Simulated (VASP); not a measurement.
# TiO2 (Anatase) (I4_1/amd) in VASP: a series of runs

The runs below take TiO2 (Anatase) through single point, with PBE.

Program: VASP 6.6.1. These are calculated values, not measurements. Logs are shortened: lines on timing, memory, paths and dates and some standing lists are left out, and cuts for length are marked.

## Step 1: The undisturbed crystal

Symmetry: I4_1/amd, No. 141, tetragonal system. Conventional cell: a = 3.784 Å, b = 3.784 Å, c = 9.515 Å, α = 90.00°, β = 90.00°, γ = 90.00°. Around Ti (site symmetry -4m2) lie 6 O at 1.93 to 1.98 Å. O (site symmetry 2mm) is surrounded by 3 Ti at 1.93 to 1.98 Å.

## Step 2: Single point, PBE

INCAR reads:

```
SYSTEM = TiO2
  PREC = Accurate
  ENCUT = 340
  EDIFF = 1E-7
  ISMEAR = 0
  SIGMA = 0.05
  LREAL = .False.
  LASPH = .True.
  NELM = 100
  ALGO = Normal
  ISIF = 2
  LWAVE = .False.
  LCHARG = .False.
  GGA = PE
  ADDGRID = .False.
```

KPOINTS reads:

```
regular mesh
0
Gamma
  6 6 6
  0 0 0
```

POSCAR reads:

```
TiO2
1.0
   -1.8921000000      1.8921000000      4.7573000000
    1.8921000000     -1.8921000000      4.7573000000
    1.8921000000      1.8921000000     -4.7573000000
Ti O
2 4
Direct
    0.7634100000      0.2505420000      0.5022120000
    0.0240310000     -0.0225460000     -0.0109780000
    0.8032660000      0.7916050000      0.0039110000
    0.5255800000      0.0234350000      0.4817660000
    0.9615640000      0.4693800000      0.5068500000
    0.1853180000      0.2146180000     -0.0384270000
```

Potentials or basis: VASP PAW PBE potentials, release 64 (Ti, O).

The run is started by

```console
$ cat potpaw_PBE.64/Ti/POTCAR potpaw_PBE.64/O/POTCAR > POTCAR
$ mpirun -np 1 vasp_std > vasp.out
```

OUTCAR:

```text
SYSTEM = TiO2
   PREC = Accurate
   ENCUT = 340
   EDIFF = 1E-7
   ISMEAR = 0
   LREAL = .False.
   LASPH = .True.
   NELM = 100
   ISIF = 2
   GGA = PE

 Found    112 irreducible k-points:

 Following reciprocal coordinates:
            Coordinates               Weight
  0.000000  0.000000  0.000000      1.000000
  0.166667 -0.000000  0.000000      2.000000
 -0.000000  0.166667  0.000000      2.000000
 -0.000000  0.166667 -0.166667      2.000000
  0.166667 -0.000000 -0.166667      2.000000
  0.333333  0.000000  0.000000      2.000000
   k-points           NKPTS =    112   k-points in BZ     NKDIM =    112   number of bands    NBANDS=     20
   number of dos      NEDOS =    301   number of ions     NIONS =      6
   total plane-waves  NPLWV =  46656
   dimension x,y,z NGX =    36 NGY =   36 NGZ =   36
   dimension x,y,z NGXF=    72 NGYF=   72 NGZF=   72
   ions per type =               2   4
   NGX,Y,Z   is equivalent  to a cutoff of  10.96, 10.96, 10.96 a.u.
   NGXF,Y,Z  is equivalent  to a cutoff of  21.93, 21.93, 21.93 a.u.
 SYSTEM =  TiO2
   PREC   = accura    normal or accurate (medium, high low for compatibility)
   ISTART =      0    job   : 0-new  1-cont  2-samecut
   ICHARG =      2    charge: 1-file 2-atom 10-const
   ISPIN  =      1    spin polarized calculation?
   LNONCOLLINEAR =      F non collinear calculations
   LSORBIT =      F    spin-orbit coupling
   LASPH  =      T    aspherical Exc in radial PAW
   ENCUT  =  340.0 eV  24.99 Ry    5.00 a.u.   8.21  8.21  8.21*2*pi/ulx,y,z
   NELM   =    100;   NELMIN=  2; NELMDL= -5     # of ELM steps
   EDIFF  = 0.1E-06   stopping-criterion for ELM
   LREAL  =      F    real-space projection
   EDIFFG = 0.1E-05   stopping-criterion for IOM
   NSW    =      0    number of steps for IOM
   IBRION =     -1    ionic relax: 0-MD 1-quasi-New 2-CG
   NFREE  =      0    steps in history (QN), initial steepest desc. (CG)
   ISIF   =      2    stress and relaxation
   ISYM   =      2    0-nonsym 1-usesym 2-fastsym
   POTIM  = 0.5000    time-step for ionic-motion
   TEBEG  =    0.0;   TEEND  =   0.0 temperature during run
   PSTRESS=    0.0 pullay stress
   NELECT =      32.0000    total number of electrons
   NUPDOWN=      -1.0000    fix difference up-down
   EMIN   =  10.00;   EMAX   =-10.00  energy-range for DOS
[... 5 lines left out ...]
     AMIX     =   0.40;   BMIX     =  1.00
     AMIX_MAG =   1.60;   BMIX_MAG =  1.00
  volume/ion in A,a.u.               =      11.35        76.62
  Fermi-wavevector in a.u.,A,eV,Ry     =   1.272590  2.404847 22.034444  1.619486
  Thomas-Fermi vector in A             =   2.405460
   LORBIT       =      0    0 simple, 1 ext, 2 COOP (PROOUT), +10 PAW based schemes
   GGA     = PE    functional components
   LHFCALC =     F    Hartree Fock is set to
   AEXX    =    0.0000 exact exchange contribution
   IVDW    =     0    specifies the selected vdW correction
   LEPSILON=     F    determine dielectric tensor
   LRPA    =     F    only Hartree local field effects (RPA)
 non-spin polarized calculation
 Gauss-broadening in eV      SIGMA  =   0.05
  energy-cutoff  :      340.00
  volume of cell :       68.13
 maximum number of plane-waves:       980
 NGX is ok and might be reduce to    36
   NGX = 17   NGY = 17   NGZ = 17

 number of electron      32.0000003 magnetization

 Free energy of the ion-electron system (eV)
  ---------------------------------------------------
  ext. energy  EPLUGINS =         0.00000000
  ---------------------------------------------------
  free energy    TOTEN  =       -52.72447723 eV

  energy without entropy =      -52.72447723  energy(sigma->0) =      -52.72447723

 E-fermi :   1.0349     XC(G=0): -10.5298

 val. band max:        0.7886011947   @ k =   0.5000   0.5000   0.0000
 cond. band min:       2.9828165500   @ k =   0.0000   0.0000   0.0000
 fundamental gap:      2.1942153553
 Fermi energy:         1.0348666686

 k-point     1 :       0.0000    0.0000    0.0000
  band No.  band energies     occupation
      1     -17.0082      2.00000
      2     -16.1198      2.00000
      3     -15.9135      2.00000
      4     -15.6081      2.00000
      5      -3.2290      2.00000
      6      -3.1001      2.00000
      7      -2.8828      2.00000
      8      -2.7047      2.00000
      9      -1.4707      2.00000
     10      -1.3510      2.00000
     11      -1.2603      2.00000
     12      -0.2832      2.00000
     13      -0.1273      2.00000
     14      -0.0686      2.00000
     15      -0.0575      2.00000
     16       0.2124      2.00000
     17       2.9828      0.00000
     18       3.4393      0.00000
     19       4.1980      0.00000
     20       4.3912      0.00000

 k-point     2 :       0.1667   -0.0000    0.0000
  band No.  band energies     occupation
      1     -16.8856      2.00000
      2     -16.0612      2.00000
      3     -15.8509      2.00000
      4     -15.5882      2.00000
      5      -3.2883      2.00000
      6      -3.1890      2.00000
      7      -3.0632      2.00000
      8      -2.8960      2.00000
      9      -1.8086      2.00000
     10      -1.4345      2.00000
     11      -1.1639      2.00000
     12      -0.7581      2.00000
     13      -0.4523      2.00000
     14      -0.1001      2.00000
     15      -0.0831      2.00000
     16       0.1563      2.00000
     17       3.3922      0.00000
     18       3.6489      0.00000
     19       3.9019      0.00000
     20       4.2813      0.00000

 k-point     3 :      -0.0000    0.1667    0.0000
  band No.  band energies     occupation
      1     -16.8821      2.00000
      2     -16.0821      2.00000
      3     -15.8756      2.00000
      4     -15.5836      2.00000
      5      -3.5520      2.00000
      6      -3.1516      2.00000
      7      -2.8608      2.00000
      8      -2.6858      2.00000
      9      -1.6539      2.00000
     10      -1.4596      2.00000
     11      -1.1276      2.00000
     12      -0.6569      2.00000
     13      -0.4748      2.00000
     14      -0.2139      2.00000
     15      -0.0914      2.00000
     16       0.1891      2.00000
     17       3.3681      0.00000
     18       3.5881      0.00000
     19       3.9447      0.00000
     20       4.1877      0.00000

 k-point     4 :      -0.0000    0.1667   -0.1667
  band No.  band energies     occupation
      1     -16.8816      2.00000
      2     -16.0612      2.00000
      3     -15.8548      2.00000
      4     -15.5891      2.00000
      5      -3.2703      2.00000
      6      -3.2312      2.00000
      7      -3.0793      2.00000
      8      -2.8918      2.00000
      9      -1.7848      2.00000
     10      -1.4135      2.00000
     11      -1.1532      2.00000
     12      -0.7306      2.00000
     13      -0.5022      2.00000
     14      -0.1514      2.00000
     15      -0.0321      2.00000
     16       0.1736      2.00000
     17       3.4057      0.00000
     18       3.6431      0.00000
     19       3.8766      0.00000
     20       4.2903      0.00000

 k-point     5 :       0.1667   -0.0000   -0.1667
  band No.  band energies     occupation
      1     -16.8845      2.00000
      2     -16.0817      2.00000
      3     -15.8734      2.00000
      4     -15.5837      2.00000
      5      -3.5427      2.00000
      6      -3.1707      2.00000
      7      -2.8513      2.00000
      8      -2.6760      2.00000
      9      -1.6282      2.00000
     10      -1.4516      2.00000
     11      -1.1214      2.00000
     12      -0.7331      2.00000
     13      -0.5158      2.00000
     14      -0.1703      2.00000
     15      -0.0748      2.00000
     16       0.1906      2.00000
     17       3.3104      0.00000
     18       3.6329      0.00000
     19       3.9702      0.00000
     20       4.1547      0.00000

 k-point     6 :       0.3333    0.0000    0.0000
  band No.  band energies     occupation
      1     -16.6408      2.00000
      2     -15.9167      2.00000
      3     -15.7397      2.00000
      4     -15.5248      2.00000
      5      -3.8544      2.00000
      6      -3.2222      2.00000
      7      -3.0783      2.00000
      8      -3.0048      2.00000
      9      -2.6691      2.00000
     10      -1.6490      2.00000
     11      -1.4579      2.00000
     12      -1.2208      2.00000
     13      -1.0074      2.00000
     14      -0.1831      2.00000
     15      -0.0896      2.00000
     16       0.0604      2.00000
     17       3.7087      0.00000
     18       3.9701      0.00000
     19       4.2564      0.00000
     20       4.4437      0.00000

 [... further k-points ...]
[... 5 lines left out ...]
  --------------------------------------------------------------------------------------
  -------------------------------------------------------------------------------------
  Total       -3.5169579     -1.2914814     -7.6418575      0.1930853      0.3669676      0.3868667
  in kB      -82.7121016    -30.3731649   -179.7218241      4.5409948      8.6303731      9.0983613
  external PRESSURE =     -97.6023635 kB  Pullay stress =       0.0000000 kB

 VOLUME and BASIS-vectors are now :
 -----------------------------------------------------------------------------
  energy-cutoff  :      340.00
  volume of cell :       68.13
      direct lattice vectors                 reciprocal lattice vectors
    -1.892100000  1.892100000  4.757300000     0.000000000  0.264256646  0.105101633
     1.892100000 -1.892100000  4.757300000     0.264256646  0.000000000  0.105101633
     1.892100000  1.892100000 -4.757300000     0.264256646  0.264256646  0.000000000

 POSITION                                       TOTAL-FORCE (eV/Angst)
 -----------------------------------------------------------------------------------
     -0.02016      1.92063      2.43450         0.092694     -1.668190      0.028369
      3.67530      0.06736      0.05929         1.301136     -0.971506     -0.412333
     -0.01466      0.02946      7.56867         0.152244     -0.554512      0.011135
     -0.03856      1.86166      0.31992         0.268406      0.592840      1.291553
      0.02775      1.89027      4.39619        -1.793487     -0.236516      0.100985
      1.87483      1.76395     -2.67188        -0.020992      2.837883     -1.019708
 -----------------------------------------------------------------------------------
    total drift:                               -0.000246      0.000117     -0.000409

  FREE ENERGIE OF THE ION-ELECTRON SYSTEM (eV)
  ---------------------------------------------------
  free  energy   TOTEN  =       -52.7244772277 eV

  energy  without entropy=      -52.7244772277  energy(sigma->0) =      -52.72447723
```

Run time: 68 s. Hardware: 1 thread of Intel Xeon 6975P-C (Granite Rapids), shared host; peak memory 0.24 GiB.

The run converged, but a check on its numbers failed (symmetry, net force, bounds or a known fault of this set-up), so they aren't taken as properties of the crystal.

Caveat: the cutoff lies under the usual one of these potentials, so the numbers hold a large basis-set error.

## Step 3: Single point, PBE

Changes to INCAR since step 2:

```diff
@@ -2,3 +2,3 @@
   PREC = Accurate
-  ENCUT = 340
+  ENCUT = 400
   EDIFF = 1E-7
```

KPOINTS is that of step 2.

POSCAR is that of step 2.

Potentials or basis: VASP PAW PBE potentials, release 64 (Ti, O).

The run is started by

```console
$ cat potpaw_PBE.64/Ti/POTCAR potpaw_PBE.64/O/POTCAR > POTCAR
$ mpirun -np 1 vasp_std > vasp.out
```

It took 69 s on 1 thread of Intel Xeon 6975P-C (Granite Rapids), shared host; peak memory 0.25 GiB.

The run converged, but some of its settings lie outside the range that counts as converged, so its numbers aren't taken as properties of the crystal.

What came out:

```yaml
Free_energy: -52.5730 eV
Largest_force: 3.052 eV/Å
Band_gap_on_the_k_mesh: 2.20 eV, indirect (least direct gap 2.64 eV)
```

Caveat: the cutoff is under 1.25 times the usual one of these potentials, so pressure, stress and relaxed cells hold a basis-set (Pulay) error.

## Step 4: Single point, PBE

Changes to INCAR since step 3:

```diff
@@ -2,3 +2,3 @@
   PREC = Accurate
-  ENCUT = 400
+  ENCUT = 460
   EDIFF = 1E-7
```

KPOINTS is that of step 3.

POSCAR is that of step 3.

The run is started by

```console
$ cat potpaw_PBE.64/Ti/POTCAR potpaw_PBE.64/O/POTCAR > POTCAR
$ mpirun -np 1 vasp_std > vasp.out
```

It took 1.7 min on 1 thread of Intel Xeon 6975P-C (Granite Rapids), shared host; peak memory 0.31 GiB.

These settings aren't checked as converged: the numbers below hold their error.

Results:

```yaml
Free_energy: -52.5127 eV
Pressure: 11.0 GPa
Largest_force: 3.048 eV/Å
Band_gap_on_the_k_mesh: 2.20 eV, indirect (least direct gap 2.63 eV)
```

Caveat: the cutoff is under 1.25 times the usual one of these potentials, so pressure, stress and relaxed cells hold a basis-set (Pulay) error.

(Continued in part 2 of 2.)
